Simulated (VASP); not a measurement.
# MgO (Fm-3m) in VASP: further runs

Aim: see how the results for MgO move with the level of theory and the settings. Levels: HSE06, PBE0. Tasks: band structure.

All numbers are computed with VASP 6.6.1; they aren't measurements. Logs are shortened: lines on timing, memory, paths and dates and some standing lists are left out, and cuts for length are marked.

**What was measured.**

From “Electronic structure of alkaline earth and post-transition metal oxides”, 2009, arxiv:0908.1581, for a bulk crystal of MgO: band gap 7.83 eV.

The results are compared with them further down.

## (1) The crystal as given

Symmetry: Fm-3m, No. 225, cubic system. The conventional cell has a = 4.245 Å, b = 4.245 Å, c = 4.245 Å, α = 90.00°, β = 90.00°, γ = 90.00°. Around Mg (site symmetry m-3m) lie 6 O at 2.12 Å. Around O (site symmetry m-3m) lie 6 Mg at 2.12 Å.

## (2) Band structure, HSE06

POSCAR reads:

```
MgO                                     
1.0
    0.0000000000      2.1224813280      2.1224813280
    2.1224813280      0.0000000000      2.1224813280
    2.1224813280      2.1224813280      0.0000000000
  Mg              O             
     1     1
Direct
     0.0000000000000000    0.0000000000000000    0.0000000000000000
     0.5000000000000000    0.5000000000000000    0.5000000000000000
```

INCAR.step1 reads:

```
ALGO     = Normal         # electronic algorithm
EDIFF    = 1E-5           # SCF threshold, eV
ENCUT    = 520            # plane-wave cutoff, eV
GGA      = PE             # functional
ISIF     = 2              # what is computed and relaxed
ISMEAR   = 0              # smearing method
KPAR     = 4            
LASPH    = True           # aspherical terms in the spheres
LCHARG   = False          # write CHGCAR
LREAL    = False          # projectors in reciprocal space
LWAVE    = True           # write WAVECAR
NBANDS   = 11             # bands
NELM     = 80             # most SCF steps
PREC     = Accurate       # precision mode
SIGMA    = 0.03           # smearing width, eV
```

INCAR.step2 reads:

```
ALGO     = Normal         # electronic algorithm
EDIFF    = 1E-7           # SCF threshold, eV
ENCUT    = 520            # plane-wave cutoff, eV
GGA      = PE             # functional
HFSCREEN = 0.2            # screening, 1/A
ISIF     = 2              # what is computed and relaxed
ISMEAR   = 0              # smearing method
ISTART   = 1            
KPAR     = 4            
LASPH    = True           # aspherical terms in the spheres
LCHARG   = False          # write CHGCAR
LHFCALC  = True           # exact exchange
LREAL    = False          # projectors in reciprocal space
LWAVE    = False          # write WAVECAR
NBANDS   = 11             # bands
NELM     = 80             # most SCF steps
PREC     = Accurate       # precision mode
PRECFOCK = Fast         
SIGMA    = 0.03           # smearing width, eV
```

KPOINTS reads:

```
k-points
0
Gamma
  8 8 8
```

KPOINTS_OPT reads:

```
explicit points
9
Reciprocal
 0.0000000000  0.0000000000  0.0000000000 1
 0.3750000000  0.3750000000  0.7500000000 1
 0.5000000000  0.5000000000  0.5000000000 1
 0.6250000000  0.2500000000  0.6250000000 1
 0.5000000000  0.2500000000  0.7500000000 1
 0.5000000000  0.0000000000  0.5000000000 1
 0.4000000000  0.0000000000  0.4000000000 1
 0.4250000000  0.0000000000  0.4250000000 1
 0.4500000000  0.0000000000  0.4500000000 1
```

Potentials or basis: VASP PAW PBE potentials, release 64 (Mg, O).

Run with:

```bash
$ cat potpaw_PBE.64/Mg/POTCAR potpaw_PBE.64/O/POTCAR > POTCAR
$ cp INCAR.step1 INCAR
$ mpirun -np 4 vasp_std > vasp.out
$ cp INCAR.step2 INCAR
$ mpirun -np 4 vasp_std > vasp.out
```

OUTCAR:

```text
EDIFF = 1E-7
   ENCUT = 520
   GGA = PE
   HFSCREEN = 0.2
   ISIF = 2
   ISMEAR = 0
   ISTART = 1
   LASPH = True
   LHFCALC = True
   LREAL = False
   NELM = 80
   PREC = Accurate
   PRECFOCK = Fast

 ion  position               nearest neighbor table
   1  0.000  0.000  0.000-   2 2.12   2 2.12   2 2.12   2 2.12   2 2.12   2 2.12
   2  0.500  0.500  0.500-   1 2.12   1 2.12   1 2.12   1 2.12   1 2.12   1 2.12

  LATTYP: Found a face centered cubic cell.
 ALAT       =     4.2449626560

  Lattice vectors:

 A1 = (   0.0000000000,   2.1224813280,   2.1224813280)
 A2 = (   2.1224813280,   0.0000000000,   2.1224813280)
 A3 = (   2.1224813280,   2.1224813280,   0.0000000000)

Analysis of symmetry for initial positions (statically):
=====================================================================
 Subroutine PRICEL returns:
 Original cell was already a primitive cell.

 Routine SETGRP: Setting up the symmetry group for a
 face centered cubic supercell.

 Subroutine GETGRP returns: Found 48 space group operations
 (whereof 48 operations were pure point group operations)
 out of a pool of 48 trial point group operations.

The static configuration has the point symmetry O_h .

Analysis of symmetry for dynamics (positions and initial velocities):
=====================================================================
 Subroutine PRICEL returns:
 Original cell was already a primitive cell.

 Routine SETGRP: Setting up the symmetry group for a
 face centered cubic supercell.

 Subroutine GETGRP returns: Found 48 space group operations
 (whereof 48 operations were pure point group operations)
 out of a pool of 48 trial point group operations.

The dynamic configuration has the point symmetry O_h .

 Subroutine INISYM returns: Found 48 space group operations
 (whereof 48 operations are pure point group operations),
 and found     1 'primitive' translations

----------------------------------------------------------------------------------------

                                     Primitive cell

  volume of cell :      19.1232

  direct lattice vectors                    reciprocal lattice vectors
     0.000000000  2.122481328  2.122481328    -0.235573333  0.235573333  0.235573333
     2.122481328  0.000000000  2.122481328     0.235573333 -0.235573333  0.235573333
     2.122481328  2.122481328  0.000000000     0.235573333  0.235573333 -0.235573333

  length of vectors
     3.001641880  3.001641880  3.001641880     0.408024981  0.408024981  0.408024981

  position of ions in fractional coordinates (direct lattice)
     0.000000000  0.000000000  0.000000000
     0.500000000  0.500000000  0.500000000

  ion indices of the primitive-cell ions
   primitive index   ion index
                 1           1
                 2           2

----------------------------------------------------------------------------------------

 KPOINTS: k-points

Automatic generation of k-mesh.
 Grid dimensions read from file:
 generate k-points for:    8    8    8

 Generating k-lattice:

  Cartesian coordinates                     Fractional coordinates (reciprocal lattice)
    -0.029446667  0.029446667  0.029446667     0.125000000  0.000000000  0.000000000
     0.029446667 -0.029446667  0.029446667     0.000000000  0.125000000  0.000000000
     0.029446667  0.029446667 -0.029446667     0.000000000  0.000000000  0.125000000

  Length of vectors
     0.051003123  0.051003123  0.051003123

  Shift w.r.t. Gamma in fractional coordinates (k-lattice)
     0.000000000  0.000000000  0.000000000

 Subroutine IBZKPT returns following result:
 ===========================================

 Found     29 irreducible k-points:

 Following reciprocal coordinates:
            Coordinates               Weight
  0.000000  0.000000  0.000000      1.000000
  0.125000  0.000000  0.000000      8.000000
  0.250000  0.000000  0.000000      8.000000
  0.375000  0.000000  0.000000      8.000000
  0.500000  0.000000  0.000000      4.000000
  0.125000  0.125000  0.000000      6.000000
[... 16 lines left out ...]
  0.500000  0.250000  0.125000     48.000000
 -0.375000  0.250000  0.125000     24.000000
 [... further k-points ...]
   k-points           NKPTS =     29   k-points in BZ     NKDIM =    512   number of bands    NBANDS=     11
   number of dos      NEDOS =    301   number of ions     NIONS =      2
   total plane-waves  NPLWV =  13824
   dimension x,y,z NGX =    24 NGY =   24 NGZ =   24
   dimension x,y,z NGXF=    48 NGYF=   48 NGZF=   48
   ions per type =               1   1
   NGX,Y,Z   is equivalent  to a cutoff of  13.29, 13.29, 13.29 a.u.
   NGXF,Y,Z  is equivalent  to a cutoff of  26.58, 26.58, 26.58 a.u.
 SYSTEM =  unknown system
   PREC   = accura    normal or accurate (medium, high low for compatibility)
   ISTART =      1    job   : 0-new  1-cont  2-samecut
   ICHARG =      0    charge: 1-file 2-atom 10-const
   ISPIN  =      1    spin polarized calculation?
   LNONCOLLINEAR =      F non collinear calculations
   LSORBIT =      F    spin-orbit coupling
   LASPH  =      T    aspherical Exc in radial PAW
   ENCUT  =  520.0 eV  38.22 Ry    6.18 a.u.   5.58  5.58  5.58*2*pi/ulx,y,z
   NELM   =     80;   NELMIN=  2; NELMDL=  0     # of ELM steps
   EDIFF  = 0.1E-06   stopping-criterion for ELM
   LREAL  =      F    real-space projection
   EDIFFG = 0.1E-05   stopping-criterion for IOM
   NSW    =      0    number of steps for IOM
   IBRION =     -1    ionic relax: 0-MD 1-quasi-New 2-CG
   NFREE  =      0    steps in history (QN), initial steepest desc. (CG)
   ISIF   =      2    stress and relaxation
   ISYM   =      3    0-nonsym 1-usesym 2-fastsym
   POTIM  = 0.5000    time-step for ionic-motion
   TEBEG  =    0.0;   TEEND  =   0.0 temperature during run
   PSTRESS=    0.0 pullay stress
   NELECT =       8.0000    total number of electrons
   NUPDOWN=      -1.0000    fix difference up-down
   EMIN   =  10.00;   EMAX   =-10.00  energy-range for DOS
   EFERMI =   0.00;   METHOD = LEGACY
   ISMEAR =     0;   SIGMA  =   0.03  broadening in eV -4-tet -1-fermi 0-gaus
   EFERMI_NEDOS =   21; number of points for ismear=-14 and -15
   IALGO  =     38    algorithm
   IMIX   =      1    mixing-type and parameters
     AMIX     =   0.40;   BMIX     =  1.00
     AMIX_MAG =   1.60;   BMIX_MAG =  1.00
  volume/ion in A,a.u.               =       9.56        64.53
  Fermi-wavevector in a.u.,A,eV,Ry     =   1.224384  2.313750 20.396711  1.499116
  Thomas-Fermi vector in A             =   2.359460
   LORBIT       =      0    0 simple, 1 ext, 2 COOP (PROOUT), +10 PAW based schemes
   GGA     = PE    functional components
   LHFCALC =     T    Hartree Fock is set to
   PRECFOCK=fast      Normal, Fast or Accurate (Low or Medium for compatibility)
   ENCUT4O =  -1.0   cutoff for four orbital integrals eV
   NKREDX  =     1    reduce k-point grid by
   NKREDY  =     1    reduce k-point grid by
   NKREDZ  =     1    reduce k-point grid by
   AEXX    =    0.2500 exact exchange contribution
   HFSCREEN=    0.2000 screening length (either q_TF or 0.3 A-1)
   HFSCREENC=   0.2000 screening length for correlation (either q_TF or 0.3 A-1)
   ENCUTFOCK=  -1.0 apply spherical cutoff to Coloumb kernel
   IVDW    =     0    specifies the selected vdW correction
   LEPSILON=     F    determine dielectric tensor
   LRPA    =     F    only Hartree local field effects (RPA)
 non-spin polarized calculation
 Gauss-broadening in eV      SIGMA  =   0.03
  energy-cutoff  :      520.00
  volume of cell :       19.12
 maximum number of plane-waves:       531
 NGX is ok and might be reduce to    24
  NGX = 14; NGY = 14; NGZ = 14

 number of electron       8.0000004 magnetization

 Free energy of the ion-electron system (eV)
  ---------------------------------------------------
  ext. energy  EPLUGINS =         0.00000000
  ---------------------------------------------------
  free energy    TOTEN  =       -14.22199572 eV

  energy without entropy =      -14.22199572  energy(sigma->0) =      -14.22199572

 E-fermi :   2.0310     XC(G=0):  -8.9970

 val. band max:        1.7647506611   @ k =   0.0000   0.0000   0.0000
 cond. band min:       7.9791220434   @ k =   0.0000   0.0000   0.0000
 fundamental gap:      6.2143713823
 Fermi energy:         2.0310441325

 k-point     1 :       0.0000    0.0000    0.0000
  band No.  band energies     occupation
      1     -16.9416      2.00000
      2       1.7647      2.00000
      3       1.7647      2.00000
      4       1.7648      2.00000
      5       7.9791      0.00000
      6      19.3924      0.00000
      7      19.3924      0.00000
      8      19.3924      0.00000
      9      23.2545      0.00000
     10      25.1659      0.00000
     11      25.1659      0.00000

 k-point     2 :       0.1250    0.0000    0.0000
  band No.  band energies     occupation
      1     -16.7769      2.00000
      2       0.7987      2.00000
      3       1.6567      2.00000
      4       1.6567      2.00000
      5       8.9122      0.00000
      6      17.6956      0.00000
      7      19.7589      0.00000
      8      19.7589      0.00000
      9      24.1578      0.00000
     10      24.1578      0.00000
     11      25.4530      0.00000

 k-point     3 :       0.2500    0.0000    0.0000
  band No.  band energies     occupation
      1     -16.3502      2.00000
      2      -0.9936      2.00000
      3       1.4072      2.00000
      4       1.4073      2.00000
      5      10.4481      0.00000
      6      16.1740      0.00000
      7      20.2427      0.00000
      8      20.2427      0.00000
      9      23.7793      0.00000
     10      23.7793      0.00000
     11      25.5799      0.00000
[... 267 lines left out ...]
 k-point    23 :       0.5000    0.2500    0.1250
  band No.  band energies     occupation
      1     -15.6685      2.00000
      2      -2.1051      2.00000
      3      -0.0374      2.00000
      4       0.8522      2.00000
      5      12.9850      0.00000
      6      15.2698      0.00000
      7      17.4438      0.00000
      8      20.7816      0.00000
      9      23.3675      0.00000
     10      26.1202      0.00000
     11      29.6382      0.00000

 k-point    24 :      -0.3750    0.2500    0.1250
  band No.  band energies     occupation
      1     -15.5023      2.00000
      2      -2.4147      2.00000
      3      -0.2512      2.00000
      4       0.7256      2.00000
      5      13.1571      0.00000
      6      15.8985      0.00000
      7      17.0032      0.00000
      8      20.5179      0.00000
      9      24.1723      0.00000
     10      25.8060      0.00000
     11      29.7802      0.00000

 [... further k-points ...]

------------------------ aborting loop because EDIFF is reached ----------------------------------------

  FORCE on cell =-STRESS in cart. coord.  units (eV):
  Direction    XX          YY          ZZ          XY          YZ          ZX
  --------------------------------------------------------------------------------------
  -------------------------------------------------------------------------------------
  Total       -0.6215298     -0.6215298     -0.6215298     -0.0000000      0.0000000     -0.0000000
  in kB      -52.0727968    -52.0727968    -52.0727968     -0.0000000      0.0000000     -0.0000000
  external PRESSURE =     -52.0727968 kB  Pullay stress =       0.0000000 kB

 VOLUME and BASIS-vectors are now :
 -----------------------------------------------------------------------------
  energy-cutoff  :      520.00
  volume of cell :       19.12
      direct lattice vectors                 reciprocal lattice vectors
     0.000000000  2.122481328  2.122481328    -0.235573333  0.235573333  0.235573333
     2.122481328  0.000000000  2.122481328     0.235573333 -0.235573333  0.235573333
     2.122481328  2.122481328  0.000000000     0.235573333  0.235573333 -0.235573333

 POSITION                                       TOTAL-FORCE (eV/Angst)
 -----------------------------------------------------------------------------------
      0.00000      0.00000      0.00000         0.000000      0.000000     -0.000000
      2.12248      2.12248      2.12248        -0.000000     -0.000000      0.000000
 -----------------------------------------------------------------------------------
    total drift:                                0.000000      0.000000      0.000000

  FREE ENERGIE OF THE ION-ELECTRON SYSTEM (eV)
  ---------------------------------------------------
  free  energy   TOTEN  =       -14.2219957206 eV

  energy  without entropy=      -14.2219957206  energy(sigma->0) =      -14.22199572
```

Run time: 4.8 min. Hardware: 4 MPI ranks of Intel Xeon Platinum 8559C (Emerald Rapids), shared host; peak memory 0.26 GiB.

Results:

* Free energy: -14.2220 eV
* Pressure: -5.2 GPa
* Band gap on the k mesh: 6.21 eV, direct
* Band gap along the path: 6.21 eV, direct

Levels at points of the mesh, in eV from the valence-band top:
```csv
k point,band 1,band 2,band 3,band 4,band 5,band 6,band 7,band 8,band 9
"(0.00, 0.00, 0.00)",-18.71,0.00,0.00,0.00,6.21,17.63,17.63,17.63,21.49
"(0.50, 0.00, 0.00)",-17.42,-4.82,-0.69,-0.69,9.53,14.60,18.08,18.08,22.69
"(0.50, 0.50, 0.00)",-17.15,-4.29,-1.44,-1.44,10.83,11.60,15.11,21.02,21.02
```

Caveat: the PAW data sets were made with another functional, which shifts forces and pressure a little.

## (3) Band structure, PBE0

POSCAR is that of step 2.

INCAR.step1 is that of step 2.

INCAR.step2: that of step 2 with these lines changed.

```diff
@@ -1 +1,2 @@
+AEXX     = 0.25           # exact-exchange fraction
 ALGO     = Normal         # electronic algorithm
@@ -4,3 +5,3 @@
 GGA      = PE             # functional
-HFSCREEN = 0.2            # screening, 1/A
+HFRCUT   = -1           
 ISIF     = 2              # what is computed and relaxed
```

KPOINTS is that of step 2.

KPOINTS_OPT is that of step 2.

Potentials or basis: VASP PAW PBE potentials, release 64 (Mg, O).

Run with:

```bash
$ cat potpaw_PBE.64/Mg/POTCAR potpaw_PBE.64/O/POTCAR > POTCAR
$ cp INCAR.step1 INCAR
$ mpirun -np 4 vasp_std > vasp.out
$ cp INCAR.step2 INCAR
$ mpirun -np 4 vasp_std > vasp.out
```

Wall time 4.3 min (4 MPI ranks of Intel Xeon Platinum 8559C (Emerald Rapids), shared host); peak memory 0.17 GiB.

Results (log left out):

```
Free energy             : -14.7747 eV
Pressure                : -5.2 GPa
Band gap on the k mesh  : 6.93 eV, direct
Band gap along the path : 6.93 eV, direct
```

Levels at points of the mesh, in eV from the valence-band top:
| k point | band 1 | band 2 | band 3 | band 4 | band 5 | band 6 | band 7 | band 8 | band 9 |
| --- | --- | --- | --- | --- | --- | --- | --- | --- | --- |
| (0.00, 0.00, 0.00) | -18.73 | 0.00 | 0.00 | 0.00 | 6.93 | 18.38 | 18.38 | 18.38 | 22.21 |
| (0.50, 0.00, 0.00) | -17.44 | -4.86 | -0.69 | -0.69 | 10.26 | 15.36 | 18.84 | 18.84 | 23.44 |
| (0.50, 0.50, 0.00) | -17.17 | -4.32 | -1.45 | -1.45 | 11.56 | 12.35 | 15.86 | 21.78 | 21.78 |

Caveat: the PAW data sets were made with another functional, which shifts forces and pressure a little.

## (4) Against experiment

Step 2. A measured gap of MgO is 7.83 eV (quoted in “Electronic structure of alkaline earth and post-transition metal oxides”, 2009, arxiv:0908.1581); the calculated 6.21 eV misses it by -1.62 eV. The value is that of HSE06, without temperature or zero-point motion.

Step 3. Against the measured gap of MgO, 7.83 eV (quoted in “Electronic structure of alkaline earth and post-transition metal oxides”, 2009, arxiv:0908.1581), the calculated 6.93 eV is off by -0.90 eV. The value is that of PBE0, without temperature or zero-point motion.
